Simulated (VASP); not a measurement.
SnS2 (Berndtite-2T):

```
Sn S
1.0
     3.63900    0.00000    0.00000
    -1.81950    3.15147    0.00000
     0.00000    0.00000    5.86800
Sn S
1 2
Direct
  0.00000 0.00000 0.00000
  0.33333 0.66667 0.25000
  0.66667 0.33333 0.75000
```

- Program: VASP 6.6.1
- Task: relaxation of cell and atoms
- Functional: PBE
- Dispersion: D3(BJ)
- Potentials or basis: VASP PAW PBE potentials, release 64 (Sn_d, S)
- Cutoff: 600 eV
- k mesh: 9 × 9 × 5
- Occupations: gaussian, width 0.03 eV
- Spin: no spin polarisation

At the start: pressure 1.7 GPa; volume 22.43 Å³/atom.

**Question.** How do energy, volume and symmetry change on relaxing?

**Answer.** Over 14 steps the energy falls by 3.1 meV/atom and the volume is 22.57 Å³/atom (+0.6 %); space group P-3m1 (No. 164, to 0.05 Å).

The path:
```tsv
step	energy change (eV)	largest force (eV/Å)	pressure (GPa)	volume (Å³)
1	0.0000	0.2533	1.72	67.30
2	-0.0012	0.1919	-1.55	69.66
3	-0.0080	0.0160	-0.06	68.51
4	-0.0080	0.0202	0.00	68.48
5	-0.0082	0.0292	0.00	68.45
6	-0.0085	0.0517	-0.04	68.37
7	-0.0087	0.0381	-0.07	68.31
8	-0.0091	0.0001	-0.17	68.12
9	-0.0092	0.0182	-0.23	68.02
10	-0.0093	0.0098	-0.08	67.86
11	-0.0093	0.0081	-0.09	67.82
12	-0.0094	0.0046	-0.03	67.75
13	-0.0094	0.0027	0.08	67.62
14	-0.0094	0.0018	-0.01	67.70
```

Final structure:
```
Sn S
1.0
     3.66721    0.00000    0.00000
    -1.83361    3.17590    0.00000
     0.00000    0.00000    5.81303
Sn S
1 2
Cartesian
  0.0000 0.0000 0.0000
  0.0000 2.1173 1.4786
  1.8336 1.0586 4.3344
```
